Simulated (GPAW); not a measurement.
Runs of GPAW 26.7.0 on CdSe (Cadmoselite). The structure is hexagonal, space group P6_3mc (No. 186). Conventional cell: a = 4.300 Å, b = 4.300 Å, c = 7.020 Å, α = 90.00°, β = 90.00°, γ = 120.00°. Cd (site symmetry 3m) has 4 Se at 2.61 to 2.70 Å as nearest neighbours. Around Se (site symmetry 3m) lie 4 Cd at 2.61 to 2.70 Å. 

| task | level | potentials or basis | cell | k mesh | cutoff (eV) | supercell | supercell k mesh | displacement | relaxed first | ecut relax | gap on the mesh (eV) | pressure (GPa) |
| --- | --- | --- | --- | --- | --- | --- | --- | --- | --- | --- | --- | --- |
| phonons | PW91+D4 | PAW data sets generated in the run's folder for this functional, pw | relaxed | 7 × 7 × 4 | 510 | 1 × 1 × 1 | 7 × 7 × 4 | 0.01 | cell | 600 | 0.58 | 0.0 |
| relaxation of cell and atoms | RPBE | the program's PAW data sets (release 1.2.1) made for this functional, pw | relaxed to -1 GPa | 5 × 5 × 3 | 600 | - | - | - | - | - | 0.56 | -1.1 |
| relaxation of cell and atoms | TASK | GPAW PAW data sets (gpaw-data 1.2.1), pw | relaxed to 2 GPa | 5 × 5 × 3 | 600 | - | - | - | - | - | 1.92 | 2.0 |
| phonons | PBEsol+D4 | PAW data sets generated in the run's folder for this functional, pw | atoms relaxed | 7 × 7 × 4 | 510 | 1 × 1 × 1 | 7 × 7 × 4 | 0.03 | ions | - | (a) | -1.4 |

Alike in all rows: no spin polarisation; smearing fermi-dirac 0.05 eV.

Fill in the values left out.

(a) 0.54.

Caveats: the cutoff is short for stress and forces, so pressures can be off by a GPa or more (some runs); the LO-TO splitting is left out (some runs); later steps reuse the first step's grids (some runs); the PAW data sets were made with another functional, which shifts forces and pressure a little (some runs).

A k mesh can miss the band edges, and the runs leave out spin-orbit coupling on Cd, Se.

Runs at the PBE level aren't shown here.
